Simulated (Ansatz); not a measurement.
## Cr: elastic constants with LDA

Crystal: Cr.

```xyz
1
Lattice="-1.4844 1.4844 1.4844 1.4844 -1.4844 1.4844 1.4844 1.4844 -1.4844" Properties=species:S:1:pos:R:3 pbc="T T T"
Cr    0.0000    0.0000    0.0000
```

```yaml
Program: Ansatz 0.2.0
Task: elastic constants
Functional: LDA
Potentials_or_basis: all-electron LAPW, scalar-relativistic
Cutoff: 297 eV (chosen from the basis error)
Basis_error_allowed: 0.001 eV/atom
k_mesh: 9 × 9 × 9
Occupations: fermi-dirac, width 0.05 eV
Spin: collinear spin, ferromagnetic start
Starting_moments: "[3.0] μB"
```

- Pressure: -38.0 GPa
- Band gap on the k mesh: none (metal or under the smearing width)
- Net moment: 0.00 μB per cell
- Absolute moment: 0.00 μB per cell
- Elastic constants C11, C12, C44: 287, 37, 46 GPa
- Voigt bulk modulus: 120 GPa

Levels at points of the mesh, in eV from the Fermi level:
Spin up:
```
           k point  band 3  band 4  band 5  band 6  band 7  band 8  band 9  band 10  band 11
(0.00, 0.00, 0.00)  -42.50  -42.50   -7.38   -0.78   -0.78   -0.78    0.92     0.92    21.38
```
Spin down:
```tsv
k point	band 3	band 4	band 5	band 6	band 7	band 8	band 9	band 10	band 11
(0.00, 0.00, 0.00)	-42.50	-42.50	-7.38	-0.78	-0.78	-0.78	0.92	0.92	21.38
```

Elastic tensor in Voigt notation (GPa, in the Cartesian axes of the cell as first typed):
```
287  37  37   0   0   0
 37 287  37   0   0   0
 37  37 287   0   0   0
  0   0   0  46   0   0
  0   0   0   0  46   0
  0   0   0   0   0  46
```

Wall time 23 s on 2 threads of Arm Neoverse V1 (shared host), peak memory 0.38 GiB.

Caveat: the k mesh is thin for a metal, which can move the energy by tens of meV per atom; a metal's response needs a denser mesh; the cell is more than 3 GPa from zero pressure, which shifts response properties; the starting moments collapsed, and a magnetic state may lie lower; a pressure of tens of GPa on the cell as given is suspect, and the run, the potentials or the cell itself is likely at fault; the program listed the state as in doubt; elastic constants of metals need much finer meshes, so these are rough.
